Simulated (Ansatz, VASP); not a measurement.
## CdSe in VASP and in Ansatz

File INCAR:

```
SYSTEM = CdSe
PREC = Accurate
ENCUT = 520
EDIFF = 1E-7
ISMEAR = 0
SIGMA = 0.05
LREAL = .FALSE.
LASPH = .TRUE.
NELM = 100
ALGO = Normal
ISIF = 2
LWAVE = .FALSE.
LCHARG = .FALSE.
GGA = PS
NBANDS = 16
```

The input KPOINTS:

```
regular mesh
0
G
  10 10 10
  0 0 0
```

File POSCAR:

```
CdSe
1.0
    0.0000000000      2.8136417379      2.8136417379
    2.8136417379      0.0000000000      2.8136417379
    3.0541143184      3.0541143184     -0.2404725805
Cd Se
1 1
Direct
    0.0000000000      0.0000000000      0.0000000000
    0.7500000000      0.7500000000      0.7500000000
```

Input for Ansatz:

```yaml
crystal:
  lattice:
    - [0.0, 2.8136417379, 2.8136417379]
    - [2.8136417379, 0.0, 2.8136417379]
    - [3.0541143184, 3.0541143184, -0.2404725805]
  atoms:
    - { symbol: Cd, position: [0.0, 0.0, 0.0] }
    - { symbol: Se, position: [0.75, 0.75, 0.75] }
basis:
  ecutwfc: 420
kpoints:
  mp_grid: { grid: [10, 10, 10] }
hamiltonian:
  xc: pbesol
scf:
  occupations: { method: gaussian, width: 0.05 }
output:
  forces: true
  stress: true
  eigenvalues: true
```

Alike in both runs: task single point; functional PBEsol; k mesh 10 × 10 × 10; occupations gaussian, width 0.05 eV; no spin polarisation.

|  | VASP | Ansatz |
| --- | --- | --- |
| version | VASP 6.6.1 | Ansatz 0.2.0 |
| potentials or method | VASP PAW PBE potentials, release 64 (Cd, Se) | scalar-relativistic, plane waves, PAW |
| plane-wave cutoff (eV) | 520 | 420 |
| valence electrons in the cell | 18 | 36 |

|  | VASP | Ansatz | Ansatz less VASP |
| --- | --- | --- | --- |
| gap on the k mesh at the Fermi level (eV) | 0.45 | 0.44 | -0.003 |
| least direct gap on the mesh (eV) | 0.45 | 0.44 | -0.003 |
| pressure (GPa) | 9.8 | 9.2 | -0.59 |
| largest component of the traceless stress (GPa) | 4.73 | 4.62 | -0.113 |
| rms of the force components (eV/Å) | 0.677 | 0.650 | -0.0268 |

Atom by atom the forces differ by 0.027 eV/Å (rms over components). The two sets of potentials don't hold the same shells in valence.

Caveats: the PAW data sets were made with another functional, which shifts forces and pressure a little (VASP).
